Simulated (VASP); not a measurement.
A run of VASP 6.6.1 is set up as follows.

File INCAR:

```
ALGO     = Normal         # electronic algorithm
EDIFF    = 1E-7           # SCF threshold, eV
EDIFFG   = -0.005         # ionic threshold
ENCUT    = 600            # plane-wave cutoff, eV
GGA      = PS             # functional
IBRION   = 2              # ionic algorithm
ISIF     = 3              # what is computed and relaxed
ISMEAR   = 0              # smearing method
KPAR     = 2            
LASPH    = T              # aspherical terms in the spheres
LCHARG   = F              # write CHGCAR
LREAL    = F              # projectors in reciprocal space
LWAVE    = F              # write WAVECAR
NELM     = 80             # most SCF steps
NSW      = 90             # ionic steps
PREC     = Accurate       # precision mode
SIGMA    = 0.03           # smearing width, eV
```

The input KPOINTS:

```
k-points
0
Gamma
  9 9 2
```

The input POSCAR:

```
MoSe2                                   
1.0
    3.2716479420     -0.0000000000      0.0000000000
   -1.6358239710      2.8333302299     -0.0000000000
   -0.0000000000     -0.0000000000     13.1641254949
  Mo              Se            
     2     4
Direct
     0.3333333332999970    0.6666666667000030    0.2500000000000000
     0.6666666667000030    0.3333333332999970    0.7500000000000000
     0.3333333332999970    0.6666666667000030    0.6234345224521666
     0.6666666667000030    0.3333333332999970    0.1234345224521665
     0.3333333332999970    0.6666666667000030    0.8765654775478334
     0.6666666667000030    0.3333333332999970    0.3765654775478335
```

Potentials or basis: VASP PAW PBE potentials, release 64 (Mo_sv, Se).

Command:

```bash
$ cat potpaw_PBE.64/Mo_sv/POTCAR potpaw_PBE.64/Se/POTCAR > POTCAR
$ mpirun -np 2 vasp_std > vasp.out
```

Problem. What does it give for the space group after relaxing (to 0.05 Å)?

Solution. P6_3/mmc (No. 194).

Problem. What does it give for the band gap on the k mesh?

Solution. 0.99 eV, indirect (least direct gap 1.49 eV).

Problem. Estimate the relaxed cell.

Solution. a = 3.271 Å, b = 3.271 Å, c = 13.140 Å, α = 90.00°, β = 90.00°, γ = 120.00°.

Forces in eV/Å, atoms in the order of the input:
```
Mo   0.000  0.000  0.000
Mo   0.000  0.000  0.000
Se   0.000  0.000 -0.003
Se   0.000  0.000 -0.003
Se   0.000  0.000  0.003
Se   0.000  0.000  0.003
```

Caveat: the PAW data sets were made with another functional, which shifts forces and pressure a little; an odd mesh through Γ misses points on the zone boundary, where band edges often lie.
